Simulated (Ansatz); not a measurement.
Bi: relaxation of cell and atoms with PBEsol

The system is Bi.

```xyz
2
Lattice="3.2384 0.0000 0.0000 0.0000 3.2216 0.0000 -0.0805 0.0000 6.4439" Properties=species:S:1:pos:R:3 pbc="T T T"
Bi    1.7022    0.0000    4.8302
Bi    1.4558    0.0000    1.6137
```

This isn't the form of Bi at room conditions, which is rhombohedral.

```
Program               : Ansatz 0.2.0
Task                  : relaxation of cell and atoms
Functional            : PBEsol
Potentials or basis   : Ansatz PAW
Cutoff                : 420 eV (not typed: the program's choice for these potentials)
k mesh                : 8 × 8 × 4
Occupations           : fermi-dirac, width 0.05 eV
Spin                  : no spin polarisation
Target pressure (GPa) : 0
```

The relaxed volume is 33.23 Å³/atom, the relaxed cell is a = 3.220 Å, b = 3.235 Å, c = 6.391 Å, α = 90.00°, β = 93.35°, γ = 90.00° and the space group after relaxing (to 0.05 Å) is P2/m (No. 10). The energy gained by relaxing is 2.8 meV/atom, the ionic steps are 10 and the pressure after relaxing is 0.0 GPa. The band gap on the k mesh is none (metal or under the smearing width).

Forces in eV/Å, atoms in the order of the input:
```
Bi   0.000  0.000  0.002
Bi   0.000  0.000 -0.002
```

The path:
```
step  energy change (eV)  largest force (eV/Å)  volume (Å³)
   1              0.0000                0.0128        67.23
   2             -0.0027                0.0132        66.28
   3             -0.0039                0.0090        66.37
   4             -0.0047                0.0018        66.43
   5             -0.0050                0.0092        66.45
   6             -0.0053                0.0105        66.45
   7             -0.0054                0.0008        66.44
   8             -0.0057                0.0009        66.47
   9             -0.0057                0.0022        66.45
  10             -0.0056                0.0022        66.45
```

Final structure:
```
CELL_PARAMETERS angstrom
3.21907 0.00000 -0.07394
0.00000 3.23476 0.00000
-0.22710 0.00000 6.38678
ATOMIC_POSITIONS crystal
Bi 0.55545 0.00000 0.74910
Bi 0.44455 0.00000 0.25090
```

Levels at points of the mesh, in eV from the Fermi level:
```csv
k point,band 13,band 14,band 15,band 16,band 17,band 18
"(0.00, 0.00, 0.00)",-5.14,3.11,3.32,3.51,4.81,5.15
"(0.00, 0.00, -0.50)",-1.83,-1.73,3.83,3.94,3.99,4.30
"(0.00, -0.50, 0.00)",-5.12,-3.25,-3.12,2.65,5.25,5.44
"(0.00, -0.50, -0.50)",-4.33,-4.29,0.15,0.27,5.45,5.46
"(-0.50, 0.00, 0.00)",-5.08,-3.47,-2.83,2.24,5.13,5.75
"(-0.50, 0.00, -0.50)",-4.45,-4.34,0.08,0.52,5.35,5.65
"(-0.50, -0.50, 0.00)",-3.19,-3.13,-1.68,-1.37,-1.05,2.70
"(-0.50, -0.50, -0.50)",-2.58,-2.48,-2.45,-2.31,2.00,2.48
```

Wall time 25 s on 2 threads of Arm Neoverse V2, with other jobs on the host, peak memory 0.39 GiB.

Caveat: the plane-wave basis is chosen anew once the cell has moved, so the energies of steps on either side of that aren't comparable; spin-orbit coupling is left out, which moves the levels of the heavy elements; the PAW data sets come from PBE, with cores solved anew for the run's functional, which leaves a small shift of forces and pressure.
